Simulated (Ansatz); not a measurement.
**CdS (F-43m): equation of state**

The task here is to estimate one member of a computed series from the others.

The COD entry's cell or inner coordinates are ideal or old and differ from later refinements, so a difference from it is no clean test against experiment.

Method: DFT PBE, scalar-relativistic, plane waves, PAW, in Ansatz 0.2.0.

2 further runs of the same task are left out: 1 that didn't finish, 1 set aside as unsound or not needed. Runs told in other sessions of the task aren't counted.

**The structure to begin with**

It takes space group F-43m (No. 216, cubic). Conventional cell: a = 5.927 Å, b = 5.927 Å, c = 5.927 Å, α = 90.00°, β = 90.00°, γ = 90.00°. Cd (site symmetry -43m) is surrounded by 4 S at 2.57 Å. Around S (site symmetry -43m) lie 4 Cd at 2.57 Å.

Coordinates:

```cif
data_structure
_symmetry_space_group_name_H-M 'F-43m'
_symmetry_Int_Tables_number 216
_cell_length_a 5.9267
_cell_length_b 5.9267
_cell_length_c 5.9267
_cell_angle_alpha 90.000
_cell_angle_beta 90.000
_cell_angle_gamma 90.000
_cell_volume 208.18
loop_
_atom_site_label
_atom_site_type_symbol
_atom_site_symmetry_multiplicity
_atom_site_Wyckoff_symbol
_atom_site_fract_x
_atom_site_fract_y
_atom_site_fract_z
_atom_site_occupancy
Cd1 Cd 4 a 0.00000 0.00000 0.00000 1
S1 S 4 c 0.25000 0.25000 0.25000 1
```

An earlier run at PBE left this cell at 26.023 Å³/atom and 0.00 GPa (10×10×10 mesh).

Volume factors to run: 0.980, 1.020, 0.960, 1.040.

Set-up of the first run:

Input file input.yaml:

```yaml
crystal:
  lattice:
    - [0.0, 2.9434651439, 2.9434651439]
    - [2.9434651439, 0.0, 2.9434651439]
    - [2.9434651439, 2.9434651439, 0.0]
  atoms:
    - { symbol: Cd, position: [0.0, 0.0, 0.0] }
    - { symbol: S, position: [0.75, 0.75, 0.75] }
basis:
  ecutwfc: 420
  ecutrho_ratio: 4
kpoints:
  mp_grid: { grid: [10, 10, 10] }
hamiltonian:
  xc: pbe
scf:
  occupations: { method: gaussian, width: 0.05 }
output:
  forces: true
  stress: true
  eigenvalues: true
```

On the command line:

```console
> ansatz run input.yaml --threads 4 --pin off --max-ram 7168MiB --backend cpu --events-out ev --progress --plain --runs-dir out
```

Among the steps run: Volume × 0.980; At 1.020 of the relaxed volume; Scaling the volume by 0.960; At 1.040 of the relaxed volume.

One table of the session follows, with a row left open; its other results are not shown here.

It belongs to the step «Energy and pressure against volume». 

```
volume (Å³/atom)  energy (meV/atom)  pressure (GPa)  gap (eV)
          24.982               7.48            2.39      1.13
          25.502                  ?               ?         ?
          26.023               0.00            0.00      1.04
          26.543               1.68           -1.01      1.00
          27.063               6.45           -1.92      0.95
```

Q: Estimate the row for volume (Å³/atom) = 25.502 from the others.

Worked estimate for «energy (meV/atom)». A straight line through the neighbours (24.982, 7.48) and (26.023, 0.00) gives 7.48 + (0.00 − 7.48) × (25.502 − 24.982) / (26.023 − 24.982) = 3.74; a parabola fitted to 3 rows on both sides gives 1.94.

As computed: energy (meV/atom): 1.79; pressure (GPa): 1.13; gap (eV): 1.09. In «energy (meV/atom)» the line misses by +1.95 and the parabola by +0.15.
